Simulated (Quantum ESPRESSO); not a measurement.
# SrO (Fm-3m): zone-centre phonons

Aim: the zone-centre modes of SrO (Fm-3m).

Calculated with Quantum ESPRESSO 7.5; DFT LDA, scalar-relativistic, plane waves, PseudoDojo norm-conserving pseudopotentials.

The database entry behind the starting cell differs from later determinations by our own check (about 0.5 % short), so it need not match the best structure at ambient conditions.

## 1. Set-up

The structure is cubic, space group Fm-3m (No. 225). The conventional cell has a = 5.133 Å, b = 5.133 Å, c = 5.133 Å, α = 90.00°, β = 90.00°, γ = 90.00°. Nearest to Sr lie 6 O at 2.57 Å. O has 6 Sr at 2.57 Å nearest. Farther neighbours and most contacts between anions are not listed.

## 2. A probe with smearing

A cheap run with smearing and empty bands tells whether the crystal has a gap, which decides between fixed occupations and smearing later on.

The input, probe.in:

```
&control
   calculation = 'scf'
   prefix = 'x'
   outdir = './tmp'
   pseudo_dir = './pseudo'
   tprnfor = .true.
   tstress = .true.
   verbosity = 'high'
/
&system
   ibrav = 0
   nat = 2
   ntyp = 2
   ecutwfc = 84.0
   occupations = 'smearing'
   smearing = 'gaussian'
   degauss = 0.01
/
&electrons
   conv_thr = 1.0d-07
   mixing_beta = 0.7
   electron_maxstep = 100
/
ATOMIC_SPECIES
 Sr     87.6200  Sr.upf
 O      15.9990  O.upf
CELL_PARAMETERS angstrom
     0.000000000    2.566300000    2.566300000
     2.566300000    0.000000000    2.566300000
     2.566300000    2.566300000    0.000000000
ATOMIC_POSITIONS crystal
 Sr     0.500000000   0.500000000   0.500000000
 O      0.000000000   0.000000000   0.000000000
K_POINTS automatic
 6 6 6 0 0 0
```

Started as:

```sh
> OMP_NUM_THREADS=1 mpirun -n 4 pw.x -nk 4 -in probe.in > probe.out
```

The program printed:

```text
[banners, grids, parts of the stress and lines that vanish by symmetry left out]
Program PWSCF v.7.5
     Message from routine setup:
     using ibrav=0 with symmetry is DISCOURAGED, use correct ibrav instead
[...]
kinetic-energy cutoff     =      84.0000  Ry
     charge density cutoff     =     336.0000  Ry
     scf convergence threshold =      1.0E-07
[...]
Exchange-correlation= SLA  PW   NOGX NOGC
                           (   1   4   0   0   0   0   0)
[...]
48 Sym. Ops., with inversion, found
[...]
(     0          1          0      )
                  (     0          0          1      )
[...]
( -0.0000000  1.0000000  0.0000000 )
                  ( -0.0000000  0.0000000  1.0000000 )
[...]
(     1          0         -1      )
                  (     0          0         -1      )
[...]
(  0.0000000 -1.0000000 -0.0000000 )
[...]
(    -1          1          0      )
                  (     0          1         -1      )
[...]
( -1.0000000  0.0000000 -0.0000000 )
                  ( -0.0000000  1.0000000 -0.0000000 )
[...]
number of k points=    16  Gaussian smearing, width (Ry)=  0.0100
[...]
End of self-consistent calculation
[...]
the Fermi energy is     8.6801 ev
!    total energy              =    -101.81951969 Ry
[...]
convergence has been achieved in   9 iterations
[...]
atom    1 type  1   force =     0.00000000    0.00000000    0.00000000
     atom    2 type  2   force =     0.00000000    0.00000000    0.00000000
[...]
Total force =     0.000000     Total SCF correction =     0.000000
[...]
total   stress  (Ry/bohr**3)                   (kbar)     P=      -40.40
[...]
XML data file, charge density, pseudopotentials, collected wavefunctions

   JOB DONE.
```

Run time: 3.1 s. Hardware: 4 MPI ranks of Intel Xeon Platinum 8488C (Sapphire Rapids), shared host.

This step gave:

- volume per atom: 16.90 Å³
- pressure: -4.04 GPa
- gap on the k-mesh: 3.163 eV

A gap of 3.2 eV opens on this mesh, so the crystal is taken as an insulator; the start stands at -4.0 GPa.

## 3. Relaxation

The relaxation runs at a cutoff a fifth above that of the response, since stress converges more slowly with the basis than frequencies do. Forces and stress are brought to rest with tight thresholds.

The input, relax.in:

```
&control
   calculation = 'vc-relax'
   prefix = 'x'
   outdir = './tmp'
   pseudo_dir = './pseudo'
   tprnfor = .true.
   tstress = .true.
   forc_conv_thr = 2.0d-05
   etot_conv_thr = 1.0d-07
   nstep = 40
/
&system
   ibrav = 0
   nat = 2
   ntyp = 2
   ecutwfc = 101
   occupations = 'fixed'
   nbnd = 10
/
&electrons
   conv_thr = 1.0d-11
   mixing_beta = 0.7
   electron_maxstep = 100
/
&ions
/
&cell
   press_conv_thr = 0.2
/
ATOMIC_SPECIES
 Sr     87.6200  Sr.upf
 O      15.9990  O.upf
CELL_PARAMETERS angstrom
     0.000000000    2.566300000    2.566300000
     2.566300000    0.000000000    2.566300000
     2.566300000    2.566300000    0.000000000
ATOMIC_POSITIONS crystal
 Sr     0.500000000   0.500000000   0.500000000
 O      0.000000000   0.000000000   0.000000000
K_POINTS automatic
 6 6 6 0 0 0
```

Started as:

```sh
> OMP_NUM_THREADS=1 mpirun -n 4 pw.x -nk 4 -in relax.in > relax.out
```

The program printed:

```text
[banners, grids, parts of the stress and lines that vanish by symmetry left out]
[banner, memory and clock lines left out]
Program PWSCF v.7.5

[...]
kinetic-energy cutoff     =     101.0000  Ry
     charge density cutoff     =     404.0000  Ry
     scf convergence threshold =      1.0E-11
[...]
energy convergence thresh.=      1.0E-07
     force convergence thresh. =      2.0E-05
     press convergence thresh. =      2.0E-01
     Exchange-correlation= SLA  PW   NOGX NOGC
                           (   1   4   0   0   0   0   0)
[...]
48 Sym. Ops., with inversion, found
[...]
number of k points=    16
[...]
End of self-consistent calculation
[...]
highest occupied, lowest unoccupied level (ev):     7.6747   10.8375
!    total energy              =    -101.81954241 Ry
[...]
convergence has been achieved in  14 iterations
[...]
atom    1 type  1   force =    -0.00000000   -0.00000000    0.00000000
     atom    2 type  2   force =    -0.00000000   -0.00000000    0.00000000
     Total force =     0.000000     Total SCF correction =     0.000000
[...]
total   stress  (Ry/bohr**3)                   (kbar)     P=      -40.11
[...]
number of bfgs steps    =   0
[...]
CELL_PARAMETERS (angstrom)
[...]
ATOMIC_POSITIONS (crystal)
Sr               0.5000000000        0.5000000000        0.5000000000
O                0.0000000000        0.0000000000       -0.0000000000
[...]
New effective cutoffs (rho, wfc):  406.29  102.39
[...]
End of self-consistent calculation
[...]
highest occupied, lowest unoccupied level (ev):     7.9059   11.0542
!    total energy              =    -101.82051910 Ry
[...]
convergence has been achieved in   8 iterations
[...]
atom    1 type  1   force =     0.00000000    0.00000000    0.00000000
     atom    2 type  2   force =     0.00000000    0.00000000    0.00000000
     Total force =     0.000000     Total SCF correction =     0.000000
[...]
total   stress  (Ry/bohr**3)                   (kbar)     P=      -21.56
[...]
number of bfgs steps    =   1
[...]
CELL_PARAMETERS (angstrom)
[...]
ATOMIC_POSITIONS (crystal)
Sr               0.5000000000        0.5000000000        0.5000000000
O                0.0000000000        0.0000000000       -0.0000000000
[...]
New effective cutoffs (rho, wfc):  412.66  103.99
[...]
End of self-consistent calculation
[...]
highest occupied, lowest unoccupied level (ev):     8.1753   11.3048
!    total energy              =    -101.82087433 Ry
[...]
convergence has been achieved in  11 iterations
[...]
atom    1 type  1   force =    -0.00000000    0.00000000   -0.00000000
     atom    2 type  2   force =    -0.00000000    0.00000000    0.00000000
     Total force =     0.000000     Total SCF correction =     0.000000
[...]
total   stress  (Ry/bohr**3)                   (kbar)     P=        1.80
[...]
number of bfgs steps    =   2
[...]
CELL_PARAMETERS (angstrom)
[...]
ATOMIC_POSITIONS (crystal)
[...]
New effective cutoffs (rho, wfc):  412.17  103.87
[...]
End of self-consistent calculation
[...]
highest occupied, lowest unoccupied level (ev):     8.1545   11.2856
!    total energy              =    -101.82087660 Ry
[...]
convergence has been achieved in   6 iterations
[...]
atom    1 type  1   force =    -0.00000000    0.00000000    0.00000000
     atom    2 type  2   force =    -0.00000000   -0.00000000    0.00000000
     Total force =     0.000000     Total SCF correction =     0.000000
[...]
total   stress  (Ry/bohr**3)                   (kbar)     P=       -0.07
[...]
number of bfgs steps    =   3
[...]
small trust_radius: resetting bfgs history
[...]
CELL_PARAMETERS (angstrom)
[...]
ATOMIC_POSITIONS (crystal)
[...]
New effective cutoffs (rho, wfc):  412.18  103.87
[...]
End of self-consistent calculation
[...]
highest occupied, lowest unoccupied level (ev):     8.1549   11.2860
!    total energy              =    -101.82087660 Ry
[...]
convergence has been achieved in   4 iterations
[...]
atom    1 type  1   force =    -0.00000000    0.00000000    0.00000000
     atom    2 type  2   force =    -0.00000000    0.00000000    0.00000000
     Total force =     0.000000     Total SCF correction =     0.000000
[...]
total   stress  (Ry/bohr**3)                   (kbar)     P=       -0.03
[...]
bfgs converged in   5 scf cycles and   4 bfgs steps
[...]
End of BFGS Geometry Optimization
     Final enthalpy           =    -101.8208766036 Ry
     File ./tmp/x.bfgs deleted, as requested
[...]
CELL_PARAMETERS (angstrom)
[...]
ATOMIC_POSITIONS (crystal)
Sr               0.5000000000        0.5000000000        0.5000000000
O                0.0000000000        0.0000000000       -0.0000000000
[...]
Final scf calculation at the relaxed structure.
[...]
kinetic-energy cutoff     =     101.0000  Ry
     charge density cutoff     =     404.0000  Ry
     scf convergence threshold =      1.0E-13
[...]
press convergence thresh. =      2.0E-01
     Exchange-correlation= SLA  PW   NOGX NOGC
                           (   1   4   0   0   0   0   0)
[...]
48 Sym. Ops., with inversion, found
[...]
number of k points=    16
[...]
End of self-consistent calculation
[...]
highest occupied, lowest unoccupied level (ev):     8.1549   11.2860
!    total energy              =    -101.82087477 Ry
[...]
convergence has been achieved in  16 iterations
[...]
atom    1 type  1   force =    -0.00000000    0.00000000    0.00000000
     atom    2 type  2   force =     0.00000000   -0.00000000   -0.00000000
     Total force =     0.000000     Total SCF correction =     0.000000
[...]
total   stress  (Ry/bohr**3)                   (kbar)     P=       -0.02
[...]
XML data file, charge density, pseudopotentials, collected wavefunctions
```

Run time: 14 s. Hardware: 4 MPI ranks.

The steps of the relaxation:

```
step  energy less that of the first step (eV)  largest force (eV/Å)  pressure (GPa)  volume (Å³)
   1                                   0.0000                0.0000           -4.01        33.80
   2                                  -0.0133                0.0000           -2.16        33.12
   3                                  -0.0181                0.0000            0.18        32.35
   4                                  -0.0182                0.0000           -0.01        32.41
   5                                  -0.0182                0.0000            0.00        32.41
   6                                  -0.0181                0.0000            0.00        32.41
```

```csv
"conventional cell, symmetrised",before,after,change
a (Å),5.133,5.061,-1.4 %
b (Å),5.133,5.061,-1.4 %
c (Å),5.133,5.061,-1.4 %
volume (Å³/atom),16.90,16.20,-4.1 %
```

Final coordinates:

```
CELL_PARAMETERS angstrom
0.00000 2.53052 2.53052
2.53052 0.00000 2.53052
2.53052 2.53052 0.00000
ATOMIC_POSITIONS crystal
Sr 0.50000 0.50000 0.50000
O 0.00000 0.00000 0.00000
```

The last row of the table of steps is pw.x's closing run on a basis chosen anew for the final cell, so its energy can jump.

Numbers from this step:

* volume per atom: 16.20 Å³
* pressure: -0.002 GPa
* gap on the k-mesh: 3.131 eV

The volume changes by -4.1 % from the cell with which this run began.

## 4. Ground state

The response is built on this ground state, so it is converged far tighter than an energy would need. With a gap, occupations are fixed, which also allows the response to an electric field.

The input, scf.in:

```
&control
   calculation = 'scf'
   prefix = 'x'
   outdir = './tmp'
   pseudo_dir = './pseudo'
   tprnfor = .true.
   tstress = .true.
/
&system
   ibrav = 0
   nat = 2
   ntyp = 2
   ecutwfc = 84.0
   occupations = 'fixed'
   nbnd = 10
/
&electrons
   conv_thr = 1.0d-12
   mixing_beta = 0.7
   electron_maxstep = 100
/
ATOMIC_SPECIES
 Sr     87.6200  Sr.upf
 O      15.9990  O.upf
CELL_PARAMETERS angstrom
     0.000000000    2.530523872    2.530523872
     2.530523872    0.000000000    2.530523872
     2.530523872    2.530523872    0.000000000
ATOMIC_POSITIONS crystal
 Sr     0.500000000   0.500000000   0.500000000
 O      0.000000000   0.000000000   0.000000000
K_POINTS automatic
 6 6 6 0 0 0
```

Started as:

```sh
> OMP_NUM_THREADS=1 mpirun -n 4 pw.x -nk 4 -in scf.in > scf.out
```

The program printed:

```text
[banners, grids, parts of the stress and lines that vanish by symmetry left out]
[banner, memory and clock lines left out]
Program PWSCF v.7.5

[...]
kinetic-energy cutoff     =      84.0000  Ry
     charge density cutoff     =     336.0000  Ry
     scf convergence threshold =      1.0E-12
[...]
Exchange-correlation= SLA  PW   NOGX NOGC
                           (   1   4   0   0   0   0   0)
[...]
48 Sym. Ops., with inversion, found
[...]
number of k points=    16
[...]
End of self-consistent calculation
[...]
highest occupied, lowest unoccupied level (ev):     8.1550   11.2860
!    total energy              =    -101.82085292 Ry
[...]
convergence has been achieved in  14 iterations
[...]
atom    1 type  1   force =     0.00000000    0.00000000    0.00000000
     atom    2 type  2   force =     0.00000000    0.00000000    0.00000000
     Total force =     0.000000     Total SCF correction =     0.000000
[...]
total   stress  (Ry/bohr**3)                   (kbar)     P=       -0.27
[...]
XML data file, charge density, pseudopotentials, collected wavefunctions
```

Wall time 3.5 s (4 MPI ranks); 13 s of CPU time.

This step gave:

| Quantity | Value |
| --- | --- |
| pressure | -0.02700 GPa |

The cell stands at -0.027 GPa, close enough for phonons.

[end of part 1 of 2]

[Host names and launcher messages were left out of these logs when they were recorded.]

[Logs are printed without paths, hosts, clocks, repeated set-up lines and the standing remarks that a program may print on its own settings, such as how far it seeks lower states.]

[Hosts, paths, dates, database ids (printed as entryN), source tags and the programs' standing remarks are cut or masked in the printed files.]
